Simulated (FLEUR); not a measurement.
Runs of FLEUR MaX-R8.1 (later development tree) on SnO2 (Cassiterite). It takes space group P4_2/mnm (No. 136, tetragonal). The conventional cell has a = 4.738 Å, b = 4.738 Å, c = 3.187 Å, α = 90.00°, β = 90.00°, γ = 90.00°. Sn (site symmetry mmm) has 6 O at 2.05 to 2.06 Å as nearest neighbours. Around O (site symmetry m2m) lie 3 Sn at 2.05 to 2.06 Å. 

| task | level | gmax | muffin-tin radii | lnonsphr | max iterations | mixing factor | kmax | gap on the mesh (eV) | V0 of scaled cells (Å³/atom) | B0 (GPa) | largest force (eV/Å) |
| --- | --- | --- | --- | --- | --- | --- | --- | --- | --- | --- | --- |
| band structure | LDA | 14.8 1/bohr | Sn 2.09, O 1.51 bohr | Sn 8, O 8 | 60 | 0.05 | 4.77 1/bohr | 1.13 | - | - | - |
| band structure | PBEsol | 14.8 1/bohr | Sn 2.09, O 1.51 bohr | Sn 8, O 8 | 60 | 0.05 | 4.77 1/bohr | 1.18 | - | - | - |
| equation of state | PBE | 15.3 1/bohr | Sn 2.02, O 1.46 bohr | - | - | - | 4.93 1/bohr | - | 12.58 | 182 | - |
| band structure | r2SCAN | 14.8 1/bohr | Sn 2.09, O 1.51 bohr | Sn 8, O 8 | 80 | 0.05 | 4.77 1/bohr | (b) | - | - | - |
| single point | PBE | 15.3 1/bohr | Sn 2.02, O 1.46 bohr | - | 60 | 0.05 | 4.93 1/bohr | 1.28 | - | - | (a) |
| equation of state | PBEsol | 15.3 1/bohr | Sn 2.02, O 1.46 bohr | Sn 8, O 8 | - | - | 4.93 1/bohr | - | 12.19 | 199 | - |
| single point | PBEsol | 15.3 1/bohr | Sn 2.02, O 1.46 bohr | Sn 8, O 8 | 60 | 0.05 | 4.93 1/bohr | 1.18 | - | - | 0.20 |

Alike in all rows: potentials or basis all-electron, FLAPW; no spin polarisation; cell as given; k mesh 6 × 6 × 8; smearing fermi-dirac 0.05 eV.

Fill in the values left out.

(a) 0.27; (b) 1.99.

Caveats: spin-orbit coupling is left out, which moves the levels of the heavy elements (some runs); the cell was scaled at fixed shape and fractional positions, which overstates the stiffness of a crystal with free parameters, most of all of layers and chains (some runs); the meta-GGA is that of a development version, with a GGA for the radial functions and cores and without core tails (some runs).

A k mesh can miss the band edges, and the runs leave out spin-orbit coupling on Sn.

Not every run made on this cell is shown here.
